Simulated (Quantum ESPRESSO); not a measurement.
# TaN (Fm-3m) in Quantum ESPRESSO: a series of runs

The runs below take TaN through Hubbard U by linear response, phonons and electron-phonon coupling, phonon dispersion, with PBE+U, PBE, LDA, PBEsol.

All numbers are computed with Quantum ESPRESSO 7.5; they aren't measurements. Logs are shortened: lines on timing, memory, paths and dates and some standing lists are left out, and cuts for length are marked.

### 1 The crystal as given

Symmetry: Fm-3m, No. 225, cubic system. The conventional cell has a = 4.423 Å, b = 4.423 Å, c = 4.423 Å, α = 90.00°, β = 90.00°, γ = 90.00°. Around Ta (site symmetry m-3m) lie 6 N at 2.21 Å. N (site symmetry m-3m) has 6 Ta at 2.21 Å as nearest neighbours.

The cell comes from a database or a generator and needn't be the stable form of this composition.

### 2 Hubbard U by linear response, PBE+U

Input file pw.in:

```
&CONTROL
  calculation = 'scf'
  prefix = 'pwscf'
  outdir = './tmp'
  pseudo_dir = './pseudo'
  tprnfor = .true.
  tstress = .true.
  disk_io = 'low'
/
&SYSTEM
  ibrav = 0
  nat = 2
  ntyp = 2
  ecutwfc = 84
  nbnd = 18
  occupations = 'smearing'
  smearing = 'mv'
  degauss = 0.01469973
/
&ELECTRONS
  conv_thr = 4d-10
  electron_maxstep = 120
  mixing_beta = 0.3
/
ATOMIC_SPECIES
Ta   180.9479 Ta.upf
N     14.0070 N.upf
CELL_PARAMETERS angstrom
   0.0000000000    2.2113230000    2.2113230000
   2.2113230000    0.0000000000    2.2113230000
   2.2113230000    2.2113230000    0.0000000000
ATOMIC_POSITIONS crystal
Ta     0.5000000000    0.5000000000    0.5000000000
N      0.0000000000    0.0000000000    0.0000000000
K_POINTS automatic
8 8 8 0 0 0
HUBBARD {atomic}
U Ta-5d 0.0001
```

Input file scf2.in:

```
&CONTROL
  calculation = 'scf'
  prefix = 'pwscf'
  outdir = './tmp'
  pseudo_dir = './pseudo'
  tprnfor = .true.
  tstress = .true.
  disk_io = 'low'
/
&SYSTEM
  ibrav = 0
  nat = 2
  ntyp = 2
  ecutwfc = 84
  nbnd = 18
  occupations = 'smearing'
  smearing = 'mv'
  degauss = 0.01469973
/
&ELECTRONS
  conv_thr = 1d-13
  electron_maxstep = 120
  mixing_beta = 0.3
  startingpot = 'file'
  startingwfc = 'file'
/
ATOMIC_SPECIES
Ta   180.9479 Ta.upf
N     14.0070 N.upf
CELL_PARAMETERS angstrom
   0.0000000000    2.2113230000    2.2113230000
   2.2113230000    0.0000000000    2.2113230000
   2.2113230000    2.2113230000    0.0000000000
ATOMIC_POSITIONS crystal
Ta     0.5000000000    0.5000000000    0.5000000000
N      0.0000000000    0.0000000000    0.0000000000
K_POINTS automatic
8 8 8 0 0 0
HUBBARD {atomic}
U Ta-5d 0.0001
```

Input file hp.in:

```
&INPUTHP
  prefix = 'pwscf'
  outdir = './tmp'
  nq1 = 4
  nq2 = 4
  nq3 = 4
  conv_thr_chi = 1d-06
  niter_max = 80
  iverbosity = 1
  alpha_mix(1) = 0.15
/
```

Potentials or basis: PseudoDojo 0.4.1 SR PBE standard.

Command:

```
$ OMP_NUM_THREADS=1 pw.x -in pw.in > pw.out
$ OMP_NUM_THREADS=1 pw.x -in scf2.in > scf2.out
$ OMP_NUM_THREADS=1 hp.x -in hp.in > hp.out
```

pw.out:

```text
This program is part of the open-source Quantum ESPRESSO suite
     for quantum simulation of materials; please cite
         "P. Giannozzi et al., J. Phys.:Condens. Matter 21 395502 (2009);
         "P. Giannozzi et al., J. Phys.:Condens. Matter 29 465901 (2017);
         "P. Giannozzi et al., J. Chem. Phys. 152 154105 (2020);
     in publications or presentations arising from this work. More details at

     Message from routine setup:
     using ibrav=0 with symmetry is DISCOURAGED, use correct ibrav instead

     G-vector sticks info
     --------------------
     sticks:   dense  smooth     PW     G-vecs:    dense   smooth      PW
     Sum         805     805    253                15089    15089    2637

     Using Slab Decomposition

     bravais-lattice index     =            0
     lattice parameter (alat)  =       5.9097  a.u.
     unit-cell volume          =     145.9430 (a.u.)^3
     number of atoms/cell      =            2
     number of atomic types    =            2
     number of electrons       =        18.00
     number of Kohn-Sham states=           18
     kinetic-energy cutoff     =      84.0000  Ry
     charge density cutoff     =     336.0000  Ry
     scf convergence threshold =      4.0E-10
     mixing beta               =       0.3000
     number of iterations used =            8  plain     mixing
     Exchange-correlation= PBE
                           (   1   4   3   4   0   0   0)
     Hubbard projectors: atomic
     Hubbard parameters of DFT+U (Dudarev formulation) in eV:
     U(Ta-5d) =  0.0001

     Internal variables: lda_plus_u =T, lda_plus_u_kind = 0

     Internal variables: orbital_resolved =F, hub_pot_fix =F, apply_U = F

     celldm(1)=   5.909708  celldm(2)=   0.000000  celldm(3)=   0.000000
     celldm(4)=   0.000000  celldm(5)=   0.000000  celldm(6)=   0.000000

     crystal axes: (cart. coord. in units of alat)
               a(1) = (   0.000000   0.707107   0.707107 )
               a(2) = (   0.707107   0.000000   0.707107 )
               a(3) = (   0.707107   0.707107   0.000000 )

     reciprocal axes: (cart. coord. in units 2 pi/alat)
               b(1) = ( -0.707107  0.707107  0.707107 )
               b(2) = (  0.707107 -0.707107  0.707107 )
               b(3) = (  0.707107  0.707107 -0.707107 )

     PseudoPot. # 1 for Ta read from file:
     Ta.upf
     Pseudo is Norm-conserving + core correction, Zval = 13.0
     Generated using ONCVPSP code by D. R. Hamann
     Using radial grid of 1450 points,  8 beta functions with:
                l(1) =   0
                l(2) =   0
                l(3) =   1
                l(4) =   1
                l(5) =   2
                l(6) =   2
                l(7) =   3
                l(8) =   3

     PseudoPot. # 2 for N  read from file:
     N.upf
     Pseudo is Norm-conserving + core correction, Zval =  5.0
     Generated using ONCVPSP code by D. R. Hamann
     Using radial grid of 1058 points,  4 beta functions with:
                l(1) =   0
                l(2) =   0
                l(3) =   1
                l(4) =   1

     atomic species   valence    mass     pseudopotential
     Ta               13.00   180.94790     Ta( 1.00)
     N                 5.00    14.00700     N ( 1.00)

     48 Sym. Ops., with inversion, found

   Cartesian axes

     site n.     atom                  positions (alat units)
         1        Ta     tau(   1) = (   0.7071068   0.7071068   0.7071068  )
         2        N      tau(   2) = (   0.0000000   0.0000000   0.0000000  )

     number of k points=    29  Marzari-Vanderbilt smearing, width (Ry)=  0.0147
                       cart. coord. in units 2pi/alat
        k(    1) = (   0.0000000   0.0000000   0.0000000), wk =   0.0039062
        k(    2) = (   0.0883883   0.0883883  -0.0883883), wk =   0.0312500
        k(    3) = (   0.1767767   0.1767767  -0.1767767), wk =   0.0312500
        k(    4) = (   0.2651650   0.2651650  -0.2651650), wk =   0.0312500
        k(    5) = (  -0.3535534  -0.3535534   0.3535534), wk =   0.0156250
        k(    6) = (   0.1767767   0.0000000   0.0000000), wk =   0.0234375
[... 21 lines left out ...]
        k(   28) = (  -0.7071068   0.1767767  -0.0000000), wk =   0.0468750
        k(   29) = (  -0.7071068   0.3535534   0.0000000), wk =   0.0234375

     Dense  grid:    15089 G-vectors     FFT dimensions: (  36,  36,  36)

     Initial potential from superposition of free atoms

     starting charge      17.9991, renormalised to      18.0000

     STARTING HUBBARD OCCUPATIONS:

     =================== HUBBARD OCCUPATIONS ===================
     ------------------------ ATOM    1 ------------------------
     Tr[ns(  1)] =   3.00000
     eigenvalues:
       0.300  0.300  0.300  0.300  0.300
     eigenvectors (columns):
       1.000  0.000  0.000  0.000  0.000
       0.000  1.000  0.000  0.000  0.000
       0.000  0.000  1.000  0.000  0.000
       0.000  0.000  0.000  1.000  0.000
       0.000  0.000  0.000  0.000  1.000
     occupation matrix ns (before diag.):
       0.300  0.000  0.000  0.000  0.000
       0.000  0.300  0.000  0.000  0.000
       0.000  0.000  0.300  0.000  0.000
       0.000  0.000  0.000  0.300  0.000
       0.000  0.000  0.000  0.000  0.300

     Number of occupied Hubbard levels =    3.0000

     Atomic wfc used for Hubbard projectors are NOT orthogonalized

     Starting wfcs are   14 randomized atomic wfcs +    4 random wfcs

     Self-consistent Calculation

     iteration #  1     ecut=    84.00 Ry     beta= 0.30
     Davidson diagonalization with overlap
     ethr =  1.00E-02,  avg # of iterations =  4.8

     =================== HUBBARD OCCUPATIONS ===================
     ------------------------ ATOM    1 ------------------------
     Tr[ns(  1)] =   5.41918
     eigenvalues:
       0.505  0.505  0.567  0.567  0.567
     eigenvectors (columns):
      -0.667  0.745  0.000 -0.000 -0.000
      -0.000 -0.000 -0.310 -0.585  0.749
      -0.000 -0.000 -0.395 -0.638 -0.661
       0.745  0.667 -0.000  0.000  0.000
       0.000  0.000  0.865 -0.501 -0.033
     occupation matrix ns (before diag.):
       0.505 -0.000 -0.000  0.000  0.000
      -0.000  0.567 -0.000  0.000  0.000
      -0.000 -0.000  0.567  0.000  0.000
       0.000  0.000  0.000  0.505 -0.000
       0.000  0.000  0.000 -0.000  0.567

     Number of occupied Hubbard levels =    5.4192

     total energy              =    -150.99051997 Ry
     estimated scf accuracy    <       0.48898136 Ry

     iteration #  2     ecut=    84.00 Ry     beta= 0.30
     Davidson diagonalization with overlap
     ethr =  2.72E-03,  avg # of iterations =  1.2

     total energy              =    -151.07777455 Ry
     estimated scf accuracy    <       0.00662748 Ry
[... 47 lines left out ...]
     total energy              =    -151.07800548 Ry
     estimated scf accuracy    <          8.5E-10 Ry

     iteration # 10     ecut=    84.00 Ry     beta= 0.30
     Davidson diagonalization with overlap
     ethr =  4.70E-12,  avg # of iterations =  1.1

     End of self-consistent calculation

     =================== HUBBARD OCCUPATIONS ===================
     ------------------------ ATOM    1 ------------------------
     Tr[ns(  1)] =   5.97822
     eigenvalues:
       0.575  0.575  0.613  0.613  0.613
     eigenvectors (columns):
      -0.643  0.765 -0.000  0.000  0.000
      -0.000 -0.000  0.342  0.623 -0.704
      -0.000 -0.000  0.408  0.576  0.708
       0.765  0.643  0.000 -0.000 -0.000
       0.000 -0.000 -0.847  0.529  0.058
     occupation matrix ns (before diag.):
       0.575 -0.000 -0.000  0.000  0.000
      -0.000  0.613 -0.000  0.000  0.000
      -0.000 -0.000  0.613  0.000  0.000
       0.000  0.000  0.000  0.575 -0.000
       0.000  0.000  0.000 -0.000  0.613

     Number of occupied Hubbard levels =    5.9782

          k = 0.0000 0.0000 0.0000 (  1917 PWs)   bands (ev):

   -48.4014 -14.6161 -14.6161 -14.6161   2.4663  17.3588  17.3588  17.3588
    19.1291  19.1291  19.1291  21.2619  21.2619  22.5249  30.3244  44.9949
    44.9949  44.9949

          k = 0.0884 0.0884-0.0884 (  1889 PWs)   bands (ev):

   -48.3939 -14.7408 -14.6276 -14.6276   2.8207  15.8448  16.3539  16.3539
    19.6398  19.6398  19.6569  22.5585  22.5585  23.5618  31.4026  41.2457
    42.6307  42.6307
[... 13 lines left out ...]
          k =-0.3536-0.3536 0.3536 (  1892 PWs)   bands (ev):

   -48.3499 -15.4156 -14.6939 -14.6939   5.3704  10.9327  13.7066  13.7066
    23.0298  23.0298  23.1002  24.9000  28.5161  28.5161  32.5227  33.0953
    33.0953  42.3420

          k = 0.1768 0.0000 0.0000 (  1900 PWs)   bands (ev):

   -48.3914 -14.7326 -14.6556 -14.6556   2.9090  15.0289  16.7117  16.7117
    18.4484  20.5283  20.5283  21.5115  22.3827  24.8700  31.7585  41.2374
    41.2374  42.6904

          k = 0.2652 0.0884-0.0884 (  1910 PWs)   bands (ev):

   -48.3768 -14.9455 -14.6948 -14.6790   3.5474  13.6284  15.4944  15.8431
    18.6947  21.4759  21.5022  23.0594  23.7589  26.9135  33.5493  37.3519
    38.4424  41.2570
[... 19 lines left out ...]
          k =-0.0884-0.2652 0.2652 (  1902 PWs)   bands (ev):

   -48.3647 -15.1264 -14.7618 -14.6554   4.2120  12.7173  14.3048  14.9286
    20.7532  20.8252  22.6596  23.8657  26.7022  27.1486  33.3804  34.9049
    38.5390  40.0561

          k = 0.0000-0.1768 0.1768 (  1907 PWs)   bands (ev):

   -48.3828 -14.8817 -14.6985 -14.6276   3.3325  14.3758  15.2431  15.9195
    19.7990  20.1557  21.1409  22.2268  24.8165  25.1739  32.8512  37.6000
    40.8140  43.0420

          k = 0.3536 0.0000 0.0000 (  1924 PWs)   bands (ev):

   -48.3672 -14.9884 -14.7504 -14.7504   3.6910  13.1579  16.3078  16.3078
    17.1754  22.1666  22.7686  22.7686  23.4323  28.5357  35.1327  36.2333
    37.7672  37.7672

          k = 0.4419 0.0884-0.0884 (  1904 PWs)   bands (ev):

   -48.3526 -15.1481 -14.8096 -14.7893   4.0516  12.9779  15.1699  15.7741
    17.8009  23.2193  23.6276  23.9245  24.7202  29.2970  32.5212  36.0955
    36.1638  39.2094
[... 7 lines left out ...]
          k =-0.0884-0.4419 0.4419 (  1889 PWs)   bands (ev):

   -48.3404 -15.2421 -14.9767 -14.7506   4.7505  12.2834  14.2617  14.2945
    21.0847  22.6673  22.8053  25.4394  27.9339  29.9309  31.1392  33.1770
    35.9703  41.2960

          k = 0.0000-0.3536 0.3536 (  1915 PWs)   bands (ev):

   -48.3500 -15.1863 -14.9234 -14.6952   4.6652  12.1675  14.0542  14.6018
    21.5887  21.7756  22.8395  24.0259  28.3036  28.4963  32.2068  33.6716
    37.7814  40.8092

          k = 0.5303-0.0000 0.0000 (  1908 PWs)   bands (ev):

   -48.3430 -15.2125 -14.8443 -14.8443   3.8378  13.6241  16.1917  16.4062
    16.4062  22.9177  24.2986  24.2986  24.8061  29.1656  31.2380  36.6126
    36.6126  38.7873

          k =-0.0884-0.6187 0.6187 (  1891 PWs)   bands (ev):

   -48.3355 -15.2542 -14.9207 -14.8558   3.9173  14.1453  14.9989  15.9797
    17.4460  24.0338  24.2798  24.3759  25.7361  28.3834  30.4517  36.0594
    36.6310  40.5777

          k = 0.0000-0.5303 0.5303 (  1890 PWs)   bands (ev):

   -48.3344 -15.1816 -15.0633 -14.8173   4.2837  13.5640  14.4048  15.0580
    18.9834  23.5743  23.6774  25.6041  26.0887  29.3401  31.2918  33.9074
    36.9501  40.1942

          k =-0.7071 0.0000 0.0000 (  1868 PWs)   bands (ev):

   -48.3330 -15.2972 -14.8830 -14.8830   3.7021  14.5481  15.8371  16.5466
    16.5466  23.2665  24.6372  24.6372  25.5312  27.8183  29.8876  37.0317
    37.0317  40.4447

          k = 0.3536 0.1768 0.0000 (  1903 PWs)   bands (ev):

   -48.3622 -15.0849 -14.8014 -14.6985   4.0705  12.8470  14.8838  15.2536
    19.0145  22.4094  22.7743  23.2567  25.3883  28.4391  33.8420  34.6133
    38.7722  39.2938

          k =-0.2652-0.4419 0.6187 (  1899 PWs)   bands (ev):

   -48.3475 -15.2296 -14.8769 -14.7386   4.6006  12.3365  14.2039  14.6344
    20.0458  23.0484  23.2553  24.7063  27.1187  29.1630  31.6215  34.1070
    36.4465  41.3068
[... 13 lines left out ...]
          k =-0.0884-0.4419 0.6187 (  1890 PWs)   bands (ev):

   -48.3354 -15.1914 -15.0132 -14.8434   4.3694  13.3976  14.3842  14.7343
    19.6959  22.4379  24.3347  25.2869  26.2283  30.0078  31.3528  33.9719
    36.1689  41.0357

          k = 0.0000-0.3536 0.5303 (  1887 PWs)   bands (ev):

   -48.3379 -15.1691 -15.0437 -14.7978   4.5666  12.7965  14.3823  14.4418
    21.1473  21.4446  23.9007  24.8566  27.2421  30.9154  31.3170  32.8927
    36.5486  40.3690

          k =-0.7071 0.1768-0.0000 (  1890 PWs)   bands (ev):

   -48.3330 -15.2380 -14.9452 -14.8945   4.0009  14.4646  14.9002  15.0161
    18.3198  23.5148  24.3339  24.6433  25.9146  28.6972  30.7373  35.4422
    36.8981  40.6832

          k =-0.7071 0.3536 0.0000 (  1888 PWs)   bands (ev):

   -48.3329 -15.0930 -15.0930 -14.9058   4.3369  13.8074  14.4436  14.4436
    20.9805  20.9805  24.6494  25.1055  25.6011  30.8403  32.8571  32.8571
    36.0825  40.6411

     the Fermi energy is    21.2320 ev

!    total energy              =    -151.07800548 Ry
     estimated scf accuracy    <          5.6E-11 Ry
     smearing contrib. (-TS)   =      -0.00015734 Ry
     internal energy E=F+TS    =    -151.07784814 Ry

     The total energy is F=E-TS. E is the sum of the following terms:
     one-electron contribution =      -7.13529197 Ry
     hartree contribution      =      15.27240072 Ry
     xc contribution           =     -35.83866272 Ry
     ewald contribution        =    -123.37630299 Ry
     Hubbard energy            =       0.00000882 Ry

     convergence has been achieved in  10 iterations

     Forces acting on atoms (cartesian axes, Ry/au):

     atom    1 type  1   force =     0.00000000   -0.00000000    0.00000000
     atom    2 type  2   force =    -0.00000000    0.00000000    0.00000000

     Total force =     0.000000     Total SCF correction =     0.000000

     Computing stress (Cartesian axis) and pressure

          total   stress  (Ry/bohr**3)                   (kbar)     P=      -13.51
  -0.00009185  -0.00000000  -0.00000000          -13.51       -0.00       -0.00
  -0.00000000  -0.00009185   0.00000000           -0.00      -13.51        0.00
   0.00000000  -0.00000000  -0.00009185            0.00       -0.00      -13.51

=------------------------------------------------------------------------------=
   JOB DONE.
=------------------------------------------------------------------------------=
```

Wall time 28 min (1 thread of Intel Xeon Platinum 8259CL at 2.50GHz (Skylake/Cascade Lake), shared host); peak memory 0.07 GiB.

Results:

```yaml
Free_energy: -2055.5210 eV
Pressure: -1.4 GPa
Band_gap_on_the_k_mesh: none (metal or under the smearing width)
Hubbard_U_from_linear_response: 2.96 eV
```

Levels at points of the mesh, in eV from the Fermi level:
```
             k point  band 7  band 8  band 9  band 10  band 11  band 12
  (0.00, 0.00, 0.00)   -3.87   -3.87   -2.10    -2.10    -2.10     0.03
 (0.00, 0.00, -0.50)   -7.53   -7.53    1.80     1.80     1.87     3.67
(0.00, -0.50, -0.50)   -5.39   -4.69   -4.69     2.03     3.41     3.41
```

Eigenvalues of the final occupation matrices:
```csv
site,spin,trace,eigenvalues
Ta 1 5d,each,2.99,0.58 0.58 0.61 0.61 0.61
```

Hubbard U from linear response:
```
site  manifold  U (eV)
   1     Ta-5d    2.96
```
On the first site the bare response is -0.735 and the screened one -0.232 eV⁻¹.

Caveat: U without spin polarisation on a metal has little footing.

(Continued in part 2 of 5.)
